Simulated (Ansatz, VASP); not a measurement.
## One calculation of Si, two programs

INCAR

```
SYSTEM = Si
ALGO = Normal
EDIFF = 1E-6
ENCUT = 520
GGA = RE
ISIF = 2
ISMEAR = -1
LASPH = .True.
LCHARG = .False.
LREAL = .False.
LWAVE = .False.
NBANDS = 16
NELM = 100
PREC = Accurate
SIGMA = 0.1
```

File KPOINTS:

```
k-points
0
Gamma
  15 15 4
  0 0 0
```

Contents of POSCAR:

```
Si
1.0
    2.8325305599      0.0000000000      0.0000000000
   -1.4162652799      2.4530434219      0.0000000000
    0.0000000000      0.0000000000      9.3959857251
Si
4
Direct
    0.0000000000      0.0000000000      1.0000000000
    0.0000000000      0.0000000000      0.5000000000
    0.3333333333      0.6666666667      0.2500000000
    0.6666666667      0.3333333333      0.7500000000
```

Input for Ansatz:

```yaml
crystal:
  lattice:
    - [2.8325305599, 0.0, 0.0]
    - [-1.4162652799, 2.4530434219, 0.0]
    - [0.0, 0.0, 9.3959857251]
  atoms:
    - { symbol: Si, position: [0.0, 0.0, 1.0] }
    - { symbol: Si, position: [0.0, 0.0, 0.5] }
    - { symbol: Si, position: [0.3333333333, 0.6666666667, 0.25] }
    - { symbol: Si, position: [0.6666666667, 0.3333333333, 0.75] }
hamiltonian:
  xc: revpbe
  pseudopotentials:
    kind: paw
    azcp:
      Si: "pseudopotentials/Si.paw.azcp"
basis:
  ecutwfc: 420
  fft_grid_basis: typed
kpoints:
  mp_grid: { grid: [15, 15, 4], shift: [0, 0, 0] }
magnetization:
  spin_polarized: false
scf:
  occupations: { method: fermi_dirac, width: 0.1 }
  lower_state_search: "off"
output:
  stress: true
```

Alike in both runs: task single point; functional revPBE; k mesh 15 × 15 × 4; occupations fermi-dirac, width 0.1 eV; no spin polarisation.

|  | VASP | Ansatz |
| --- | --- | --- |
| version | VASP 6.6.1 | Ansatz 0.2.0 |
| potentials or method | VASP PAW PBE potentials, release 64 (Si) | plane waves (420 eV) with PAW, scalar-relativistic |
| plane-wave cutoff (eV) | 520 | 420 |
| valence electrons in the cell | 16 | 16 |

|  | VASP | Ansatz | Ansatz less VASP |
| --- | --- | --- | --- |
| pressure (GPa) | -7.6 | -7.4 | +0.23 |
| largest component of the traceless stress (GPa) | 1.06 | 1.05 | -0.011 |

The functional is the same, so the differences come from potentials, cutoffs and numerics.

Caveats: the PAW data sets were made with another functional, which shifts forces and pressure a little (VASP).
